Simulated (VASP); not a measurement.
# MnO2 (P-3m1) in VASP: notebook, part 2 of 3

VASP 6.6.1.

## (3) Single point, r2SCAN, collinear spin, ferromagnetic start

INCAR reads:

```
SYSTEM = MnO2
PREC = Accurate ; ENCUT = 340
EDIFF = 1E-6 ; ISMEAR = 0
SIGMA = 0.05 ; LREAL = .FALSE.
LASPH = .TRUE. ; NELM = 100
ALGO = Normal ; ISIF = 2
LWAVE = .FALSE. ; LCHARG = .FALSE.
ISPIN = 2 ; MAGMOM = 4 0 0
LORBIT = 11 ; LMAXMIX = 4
METAGGA = R2SCAN ; LMIXTAU = .TRUE.
ADDGRID = .FALSE.
```

KPOINTS reads:

```
Automatic mesh
0
G
  11 11 6
  0 0 0
```

POSCAR reads:

```
MnO2
1.0
    2.8565781804      0.0000000000      0.0000000000
   -1.4282890902      2.4738692722      0.0000000000
    0.0000000000      0.0000000000      4.6013740589
Mn O
1 2
Direct
    0.0186700000     -0.0033200000      0.4886240000
    0.3165570000      0.6444560000      0.7182440000
    0.6490790000      0.3390650000      0.3129550000
```

Potentials or basis: VASP PAW PBE potentials, release 64 (Mn_pv, O).

On the command line:

```console
$ cat potpaw_PBE.64/Mn_pv/POTCAR potpaw_PBE.64/O/POTCAR > POTCAR
$ mpirun -np 1 vasp_std > vasp.out
```

OUTCAR:

```text
SYSTEM = MnO2
   PREC = Accurate
   ENCUT = 340
   EDIFF = 1E-6
   ISMEAR = 0
   LREAL = .FALSE.
   LASPH = .TRUE.
   NELM = 100
   ISIF = 2
   ISPIN = 2
   LORBIT = 11
   METAGGA = R2SCAN

 Found    364 irreducible k-points:

 Following reciprocal coordinates:
            Coordinates               Weight
  0.000000  0.000000  0.000000      1.000000
  0.090909  0.000000  0.000000      2.000000
  0.000000  0.090909  0.000000      2.000000
 -0.090909  0.090909  0.000000      2.000000
  0.181818  0.000000  0.000000      2.000000
  0.000000  0.181818  0.000000      2.000000
   k-points           NKPTS =    364   k-points in BZ     NKDIM =    364   number of bands    NBANDS=     18
   number of dos      NEDOS =    301   number of ions     NIONS =      3
   total plane-waves  NPLWV =   9072
   dimension x,y,z NGX =    18 NGY =   18 NGZ =   28
   dimension x,y,z NGXF=    36 NGYF=   36 NGZF=   56
   ions per type =               1   2
   NGX,Y,Z   is equivalent  to a cutoff of  10.48, 10.48, 10.12 a.u.
   NGXF,Y,Z  is equivalent  to a cutoff of  20.95, 20.95, 20.23 a.u.
 SYSTEM =  MnO2
   PREC   = accura    normal or accurate (medium, high low for compatibility)
[... 326 lines left out ...]

  FORCE on cell =-STRESS in cart. coord.  units (eV):
  Direction    XX          YY          ZZ          XY          YZ          ZX
  --------------------------------------------------------------------------------------
  -------------------------------------------------------------------------------------
  Total       -2.9232127     -2.5524494     -3.8645318      1.0221325      0.7991678     -1.2636263
  in kB     -144.0325349   -125.7642821   -190.4132054     50.3625132     39.3765973    -62.2613922
  external PRESSURE =    -153.4033408 kB  Pullay stress =       0.0000000 kB

 VOLUME and BASIS-vectors are now :
 -----------------------------------------------------------------------------
  energy-cutoff  :      340.00
  volume of cell :       32.52
      direct lattice vectors                 reciprocal lattice vectors
     2.856578180  0.000000000  0.000000000     0.350069187  0.202112539  0.000000000
    -1.428289090  2.473869272  0.000000000     0.000000000  0.404225078  0.000000000
     0.000000000  0.000000000  4.601374059     0.000000000  0.000000000  0.217326387

 POSITION                                       TOTAL-FORCE (eV/Angst)
 -----------------------------------------------------------------------------------
     -1.37021      2.46566      2.24834        -1.823248     -0.157890      3.816216
     -0.01620      1.59430      3.30491         0.098411      0.507043     -1.347702
      1.36986      0.83880      1.44002         1.724837     -0.349153     -2.468514
 -----------------------------------------------------------------------------------
    total drift:                                0.012312      0.020899     -0.014337

  FREE ENERGIE OF THE ION-ELECTRON SYSTEM (eV)
  ---------------------------------------------------
  free  energy   TOTEN  =       -32.3667063109 eV

  energy  without entropy=      -32.3667063109  energy(sigma->0) =      -32.36670631

 total charge

# of ion       s       p       d       tot
------------------------------------------
    1        0.395   6.484   4.902  11.781
    2        1.651   3.440   0.000   5.091
    3        1.647   3.559   0.000   5.206
--------------------------------------------------
tot          3.693  13.484   4.902  22.079

 magnetization (x)

# of ion       s       p       d       tot
------------------------------------------
    1        0.029   0.040   2.831   2.900
    2        0.005  -0.028   0.000  -0.023
    3        0.004   0.057   0.000   0.061
--------------------------------------------------
tot          0.039   0.069   2.831   2.939
```

OSZICAR:

```text
N       E                     dE             d eps       ncg     rms          rms(c)
DAV:   1     0.194108302119E+03    0.19411E+03   -0.12483E+04 26570   0.124E+03
DAV:   2    -0.332910788650E+02   -0.22740E+03   -0.22015E+03 29242   0.377E+02
DAV:   3    -0.460137941388E+02   -0.12723E+02   -0.12668E+02 28328   0.103E+02
DAV:   4    -0.461504299436E+02   -0.13664E+00   -0.13655E+00 28456   0.114E+01
DAV:   5    -0.461519742887E+02   -0.15443E-02   -0.15443E-02 27994   0.124E+00    0.334E+01
DAV:   6    -0.360589799727E+02    0.10093E+02   -0.82911E+01 28414   0.100E+02    0.295E+01
DAV:   7    -0.326455245368E+02    0.34135E+01   -0.56526E+01 27982   0.794E+01    0.142E+01
DAV:   8    -0.321056458504E+02    0.53988E+00   -0.32524E+00 27640   0.205E+01    0.556E+00
DAV:   9    -0.322786596928E+02   -0.17301E+00   -0.12542E+00 27260   0.997E+00    0.296E+00
DAV:  10    -0.323508385534E+02   -0.72179E-01   -0.13132E-01 26782   0.326E+00    0.124E+00
DAV:  11    -0.323648686782E+02   -0.14030E-01   -0.46550E-02 27546   0.213E+00    0.351E-01
DAV:  12    -0.323663117023E+02   -0.14430E-02   -0.40818E-03 27074   0.601E-01    0.157E-01
DAV:  13    -0.323665994854E+02   -0.28778E-03   -0.11653E-03 29474   0.321E-01    0.611E-02
DAV:  14    -0.323666756141E+02   -0.76129E-04   -0.20885E-04 27902   0.130E-01    0.330E-02
DAV:  15    -0.323667102647E+02   -0.34651E-04   -0.42374E-05 26910   0.540E-02    0.192E-02
DAV:  16    -0.323667095759E+02    0.68878E-06   -0.14174E-05 27342   0.397E-02    0.701E-03
DAV:  17    -0.323667067149E+02    0.28610E-05   -0.22810E-06 16632   0.164E-02    0.210E-03
DAV:  18    -0.323667063109E+02    0.40400E-06   -0.45844E-07 13842   0.565E-03
   1 F= -.32366706E+02 E0= -.32366706E+02  d E =-.168345E-10  mag=     3.0000
```

stdout:

```text
POSCAR found type information on POSCAR MnO
 POSCAR found :  2 types and       3 ions
 scaLAPACK will be used
 -----------------------------------------------------------------------------
|                                                                             |
|                                                                             |
|     You enforced a specific xc type in the INCAR file but a different       |
|     I HOPE YOU KNOW WHAT YOU ARE DOING!                                     |
|                                                                             |
 -----------------------------------------------------------------------------

 LDA part: xc-table for (None), standard interpolation
 POSCAR, INCAR and KPOINTS ok, starting setup
 FFT: planning ... GRIDC
 FFT: planning ... GRID_SOFT
 FFT: planning ... GRID
 WAVECAR not read
 entering main loop
```

It took 6.9 min on 1 thread of Intel Xeon 6975P-C (Granite Rapids), shared host; peak memory 0.29 GiB.

The run converged, but a check on its numbers failed (symmetry, net force, bounds or a known fault of this set-up), so they aren't taken as properties of the crystal.

Caveat: the cutoff lies under the usual one of these potentials, so the numbers hold a large basis-set error; the PAW data sets were made with another functional, which shifts forces and pressure a little; an odd mesh through Γ misses points on the zone boundary, where band edges often lie; a cell with one magnetic atom can't hold antiferromagnetic order, which such compounds often take.

## (4) Single point, r2SCAN, collinear spin, ferromagnetic start

Edit INCAR of step 3 so:

```diff
@@ -1,3 +1,3 @@
 SYSTEM = MnO2
-PREC = Accurate ; ENCUT = 340
+PREC = Accurate ; ENCUT = 520
 EDIFF = 1E-6 ; ISMEAR = 0
```

KPOINTS reads:

```
Automatic mesh
0
G
  9 9 5
  0 0 0
```

POSCAR reads:

```
MnO2
1.0
    2.8565781804      0.0000000000      0.0000000000
   -1.4282890902      2.4738692722      0.0000000000
    0.0000000000      0.0000000000      4.6013740589
Mn O
1 2
Direct
    0.0000000000      0.0000000000      0.5000000000
    0.3333333333      0.6666666667      0.7062925700
    0.6666666667      0.3333333333      0.2937074300
```

Potentials or basis: VASP PAW PBE potentials, release 64 (Mn_pv, O).

On the command line:

```console
$ cat potpaw_PBE.64/Mn_pv/POTCAR potpaw_PBE.64/O/POTCAR > POTCAR
$ mpirun -np 1 vasp_std > vasp.out
```

OUTCAR:

```text
SYSTEM = MnO2
   PREC = Accurate
   ENCUT = 520
   EDIFF = 1E-6
   ISMEAR = 0
   LREAL = .FALSE.
   LASPH = .TRUE.
   NELM = 100
   ISIF = 2
   ISPIN = 2
   LORBIT = 11
   METAGGA = R2SCAN

 Found     50 irreducible k-points:

 Following reciprocal coordinates:
            Coordinates               Weight
  0.000000  0.000000  0.000000      1.000000
  0.111111  0.000000  0.000000      6.000000
  0.222222  0.000000  0.000000      6.000000
  0.333333  0.000000  0.000000      6.000000
  0.444444  0.000000  0.000000      6.000000
  0.111111  0.111111  0.000000      6.000000
   k-points           NKPTS =     50   k-points in BZ     NKDIM =     50   number of bands    NBANDS=     18
   number of dos      NEDOS =    301   number of ions     NIONS =      3
   total plane-waves  NPLWV =  20736
   dimension x,y,z NGX =    24 NGY =   24 NGZ =   36
   dimension x,y,z NGXF=    48 NGYF=   48 NGZF=   72
   ions per type =               1   2
   NGX,Y,Z   is equivalent  to a cutoff of  13.97, 13.97, 13.01 a.u.
   NGXF,Y,Z  is equivalent  to a cutoff of  27.93, 27.93, 26.01 a.u.
 SYSTEM =  MnO2
   PREC   = accura    normal or accurate (medium, high low for compatibility)
   ISTART =      0    job   : 0-new  1-cont  2-samecut
   ICHARG =      2    charge: 1-file 2-atom 10-const
   ISPIN  =      2    spin polarized calculation?
   LNONCOLLINEAR =      F non collinear calculations
   LSORBIT =      F    spin-orbit coupling
   LASPH  =      T    aspherical Exc in radial PAW
   ENCUT  =  520.0 eV  38.22 Ry    6.18 a.u.   5.31  5.31  8.56*2*pi/ulx,y,z
   NELM   =    100;   NELMIN=  2; NELMDL= -5     # of ELM steps
   EDIFF  = 0.1E-05   stopping-criterion for ELM
   LREAL  =      F    real-space projection
   EDIFFG = 0.1E-04   stopping-criterion for IOM
   NSW    =      0    number of steps for IOM
   IBRION =     -1    ionic relax: 0-MD 1-quasi-New 2-CG
   NFREE  =      0    steps in history (QN), initial steepest desc. (CG)
   ISIF   =      2    stress and relaxation
   ISYM   =      2    0-nonsym 1-usesym 2-fastsym
   POTIM  = 0.5000    time-step for ionic-motion
   TEBEG  =    0.0;   TEEND  =   0.0 temperature during run
   PSTRESS=    0.0 pullay stress
   NELECT =      25.0000    total number of electrons
   NUPDOWN=      -1.0000    fix difference up-down
   EMIN   =  10.00;   EMAX   =-10.00  energy-range for DOS
   EFERMI =   0.00;   METHOD = LEGACY
   ISMEAR =     0;   SIGMA  =   0.05  broadening in eV -4-tet -1-fermi 0-gaus
   EFERMI_NEDOS =   21; number of points for ismear=-14 and -15
   IALGO  =     38    algorithm
   IMIX   =      4    mixing-type and parameters
     AMIX     =   0.40;   BMIX     =  1.00
     AMIX_MAG =   1.60;   BMIX_MAG =  1.00
  volume/ion in A,a.u.               =      10.84        73.15
  Fermi-wavevector in a.u.,A,eV,Ry     =   1.499747  2.834111 30.602787  2.249241
  Thomas-Fermi vector in A             =   2.611337
   LORBIT       =     11    0 simple, 1 ext, 2 COOP (PROOUT), +10 PAW based schemes
   METAGGA = R2SCAN    functional components
   LHFCALC =     F    Hartree Fock is set to
   AEXX    =    0.0000 exact exchange contribution
   IVDW    =     0    specifies the selected vdW correction
   LEPSILON=     F    determine dielectric tensor
   LRPA    =     F    only Hartree local field effects (RPA)
 spin polarized calculation
 Gauss-broadening in eV      SIGMA  =   0.05
  energy-cutoff  :      520.00
  volume of cell :       32.52
 maximum number of plane-waves:       887
 NGX is ok and might be reduce to    24
   NGX = 11   NGY = 11   NGZ = 17

 number of electron      24.9999997 magnetization       3.0000224

 Free energy of the ion-electron system (eV)
  ---------------------------------------------------
  ext. energy  EPLUGINS =         0.00000000
  ---------------------------------------------------
  free energy    TOTEN  =       -32.53219496 eV

  energy without entropy =      -32.53219496  energy(sigma->0) =      -32.53219496

 E-fermi :   2.7404     XC(G=0): -11.5620

 val. band max:        2.5233442889   @ k =   0.0000   0.1111   0.4000
 cond. band min:       4.4164308309   @ k =   0.0000   0.0000   0.4000
 fundamental gap:      1.8930865420
 Fermi energy:         2.7404429327

 spin component 1

 k-point     1 :       0.0000    0.0000    0.0000
  band No.  band energies     occupation
      1     -49.7482      1.00000
      2     -49.7215      1.00000
      3     -49.7214      1.00000
      4     -17.7261      1.00000
      5     -15.4322      1.00000
      6      -3.7637      1.00000
[... 10 lines left out ...]
     17      10.6398      0.00000
     18      14.0195      0.00000

 k-point     2 :       0.1111    0.0000    0.0000
  band No.  band energies     occupation
      1     -49.7452      1.00000
      2     -49.7399      1.00000
      3     -49.7256      1.00000
      4     -17.5685      1.00000
      5     -15.4818      1.00000
      6      -3.5722      1.00000
[... 10 lines left out ...]
     17      11.2028      0.00000
     18      14.6420      0.00000

 k-point     3 :       0.2222    0.0000    0.0000
  band No.  band energies     occupation
      1     -49.7866      1.00000
      2     -49.7371      1.00000
      3     -49.7361      1.00000
      4     -17.1477      1.00000
      5     -15.6088      1.00000
      6      -3.4201      1.00000
[... 34 lines left out ...]
 k-point     5 :       0.4444    0.0000    0.0000
  band No.  band energies     occupation
      1     -49.8734      1.00000
      2     -49.7557      1.00000
      3     -49.7222      1.00000
      4     -16.2076      1.00000
      5     -15.9000      1.00000
      6      -4.1925      1.00000
[... 10 lines left out ...]
     17      15.1625      0.00000
     18      16.6569      0.00000

 k-point     6 :       0.1111    0.1111    0.0000
  band No.  band energies     occupation
      1     -49.7709      1.00000
      2     -49.7400      1.00000
      3     -49.7342      1.00000
      4     -17.2789      1.00000
      5     -15.5696      1.00000
      6      -3.3348      1.00000
[... 10 lines left out ...]
     17      12.1533      0.00000
     18      15.6594      0.00000

 [... further k-points ...]

 spin component 2

 k-point     1 :       0.0000    0.0000    0.0000
  band No.  band energies     occupation
      1     -45.6265      1.00000
      2     -45.6263      1.00000
      3     -45.4312      1.00000
      4     -17.6656      1.00000
      5     -15.3832      1.00000
      6      -2.6215      1.00000
[... 10 lines left out ...]
     17      11.1809      0.00000
     18      14.7002      0.00000

 k-point     2 :       0.1111    0.0000    0.0000
  band No.  band energies     occupation
      1     -45.6499      1.00000
      2     -45.6315      1.00000
      3     -45.4269      1.00000
      4     -17.5072      1.00000
      5     -15.4301      1.00000
      6      -2.4305      1.00000
[... 10 lines left out ...]
     17      11.7047      0.00000
     18      15.3345      0.00000

 k-point     3 :       0.2222    0.0000    0.0000
  band No.  band energies     occupation
      1     -45.7090      1.00000
      2     -45.6443      1.00000
      3     -45.4159      1.00000
      4     -17.0849      1.00000
      5     -15.5505      1.00000
      6      -2.4124      1.00000
[... 34 lines left out ...]
 k-point     5 :       0.4444    0.0000    0.0000
  band No.  band energies     occupation
      1     -45.8187      1.00000
      2     -45.6683      1.00000
      3     -45.3951      1.00000
      4     -16.1403      1.00000
      5     -15.8392      1.00000
      6      -3.2465      1.00000
[... 10 lines left out ...]
     17      15.5759      0.00000
     18      17.1715      0.00000

 k-point     6 :       0.1111    0.1111    0.0000
  band No.  band energies     occupation
      1     -45.6890      1.00000
      2     -45.6426      1.00000
      3     -45.4192      1.00000
      4     -17.2164      1.00000
      5     -15.5131      1.00000
      6      -2.3721      1.00000
[... 10 lines left out ...]
     17      12.6060      0.00000
     18      16.3634      0.00000

 [... further k-points ...]

------------------------ aborting loop because EDIFF is reached ----------------------------------------

  FORCE on cell =-STRESS in cart. coord.  units (eV):
  Direction    XX          YY          ZZ          XY          YZ          ZX
  --------------------------------------------------------------------------------------
  -------------------------------------------------------------------------------------
  Total        0.0834116      0.0834116      0.0327894      0.0000000      0.0000000      0.0000000
  in kB        4.1098554      4.1098554      1.6155981      0.0000000      0.0000000      0.0000000
  external PRESSURE =       3.2784363 kB  Pullay stress =       0.0000000 kB

 VOLUME and BASIS-vectors are now :
 -----------------------------------------------------------------------------
  energy-cutoff  :      520.00
  volume of cell :       32.52
      direct lattice vectors                 reciprocal lattice vectors
     2.856578180  0.000000000  0.000000000     0.350069187  0.202112539  0.000000000
    -1.428289090  2.473869272  0.000000000     0.000000000  0.404225078  0.000000000
     0.000000000  0.000000000  4.601374059     0.000000000  0.000000000  0.217326387

 POSITION                                       TOTAL-FORCE (eV/Angst)
 -----------------------------------------------------------------------------------
      0.00000      0.00000      2.30069        -0.000000      0.000000      0.000000
     -0.00000      1.64925      3.24992         0.000000     -0.000000      0.005209
      1.42829      0.82462      1.35146         0.000000      0.000000     -0.005209
 -----------------------------------------------------------------------------------
    total drift:                               -0.000000      0.000000      0.000000

  FREE ENERGIE OF THE ION-ELECTRON SYSTEM (eV)
  ---------------------------------------------------
  free  energy   TOTEN  =       -32.5321949642 eV

  energy  without entropy=      -32.5321949642  energy(sigma->0) =      -32.53219496

 total charge

# of ion       s       p       d       tot
------------------------------------------
    1        0.383   6.467   4.862  11.712
    2        1.586   3.447   0.000   5.033
    3        1.586   3.447   0.000   5.033
--------------------------------------------------
tot          3.556  13.361   4.862  21.778

 magnetization (x)

# of ion       s       p       d       tot
------------------------------------------
    1        0.030   0.039   2.865   2.933
    2        0.004   0.003   0.000   0.007
    3        0.004   0.003   0.000   0.007
--------------------------------------------------
tot          0.037   0.045   2.865   2.947
```

Run time: 86 s. Hardware: 1 thread of Intel Xeon 6975P-C (Granite Rapids), shared host; peak memory 0.2 GiB.

The run converged, but some of its settings lie outside the range that counts as converged, so its numbers aren't taken as properties of the crystal.

What came out:

- Free energy: -32.5322 eV
- Pressure: 0.3 GPa
- Largest force: 0.005 eV/Å
- Band gap on the k mesh: 1.89 eV, indirect (least direct gap 2.00 eV)
- Net moment: 3.00 μB per cell
- Site moments: Mn +2.93; O +0.01 μB
- Valence electrons inside the program's atomic spheres: Mn 11.71; O 5.03

Caveat: the PAW data sets were made with another functional, which shifts forces and pressure a little; an odd mesh through Γ misses points on the zone boundary, where band edges often lie; a cell with one magnetic atom can't hold antiferromagnetic order, which such compounds often take.

## (5) Single point, r2SCAN, collinear spin, ferromagnetic start

INCAR is that of step 4.

KPOINTS is that of step 4.

POSCAR reads:

```
MnO2
1.0
    2.8565781804      0.0000000000      0.0000000000
   -1.4282890902      2.4738692722      0.0000000000
    0.0000000000      0.0000000000      4.6013740589
Mn O
1 2
Direct
    0.0186700000     -0.0033200000      0.4886240000
    0.3165570000      0.6444560000      0.7182440000
    0.6490790000      0.3390650000      0.3129550000
```

On the command line:

```console
$ cat potpaw_PBE.64/Mn_pv/POTCAR potpaw_PBE.64/O/POTCAR > POTCAR
$ mpirun -np 1 vasp_std > vasp.out
```

It took 5.4 min on 1 thread of Intel Xeon 6975P-C (Granite Rapids), shared host; peak memory 0.31 GiB.

These settings aren't checked as converged: the numbers below hold their error.

What came out:

```
Free energy                                           : -32.1859 eV
Pressure                                              : 6.4 GPa
Largest force                                         : 4.169 eV/Å
Band gap on the k mesh                                : 1.76 eV, indirect (least direct gap 1.79 eV)
Net moment                                            : 3.00 μB per cell
Site moments                                          : Mn +2.90; O -0.02, +0.06 μB
Valence electrons inside the program's atomic spheres : Mn 11.79; O 4.99, 5.10
```

Caveat: the PAW data sets were made with another functional, which shifts forces and pressure a little; an odd mesh through Γ misses points on the zone boundary, where band edges often lie; a cell with one magnetic atom can't hold antiferromagnetic order, which such compounds often take.

[end of part 2 of 3]
